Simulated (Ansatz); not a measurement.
CdS: the change of pressure with volume per atom

Results calculated with Ansatz 0.2.0, not measured. Density functional stress and forces at fixed atoms, pressure and stress positive in compression, spin-unpolarised plane waves.

Cell of the first row (space group P6_3mc, No. 186):
```
cell vectors (Å)
   3.9206     0.0000     0.0000
  -1.9603     3.3953     0.0000
   0.0000     0.0000     6.3695
atoms (fractions of the cell vectors)
Cd  0.33333  0.66667 -0.00083
Cd  0.66667  0.33333  0.49917
S   0.33333  0.66667  0.37583
S   0.66667  0.33333  0.87583
```

Settings of every row: periodic directions 3; functional PBE; spin orbit no; potentials PAW; wave cutoff 420 eV; k mesh 12x12x4; smearing width 0.02 eV.

| row | volume per atom (Å³) | pressure (GPa) |
| --- | --- | --- |
| 1 | 21.197 | 17.5 |
| 2 | 21.591 | 15.28 |
| 3 | 23.188 | 8.04 |
| 4 | 23.781 | 5.93 |
| 5 | 23.913 | 5.5 |
| 6 | 24.281 | ? |
| 7 | 25.407 | 1.38 |
| 8 | 25.79 | 0.52 |
| 9 | 26.177 | -0.28 |
| 10 | 27.763 | -2.95 |
| 11 | 28.579 | -4.01 |

Question: what pressure should row 6 give?

Worked fit of pressure. Take u = (V_r/V)^(2/3) − 1 with V_r = 24.66 Å³ an atom, which is twice the finite (Eulerian) strain; such expansions in the strain, on which the Birch-Murnaghan equation of state is built, carry the rest volume and the bulk modulus. The shown rows have u = 0.10615, 0.09265, 0.04189, 0.02449, 0.02072, -0.0197, -0.02943, -0.03902, -0.07597, -0.09365. Least squares give pressure = 3.275 + 101.579 × u + 278.22 × u² + 257.9 × u³ GPa; a parabola predicts inner rows, each left out in turn, worse (root mean square 0.055 against 0.0024 GPa). All shown rows lie on it to the printed digit. The pressure vanishes at u = -0.0356, or V = 26.04 Å³ an atom, and there the bulk modulus with atoms relaxed is B = −V dP/dV = (2/3)(1 + u) dP/du = 53.2 GPa. The withheld row has u = 0.01038, so the fit gives 3.275 + 101.579 × (0.01038) + 278.22 × (0.01038)² + 257.9 × (0.01038)³ = 4.36 GPa.

The calculation gave 4.36 GPa. The fit meets it to the printed digit.
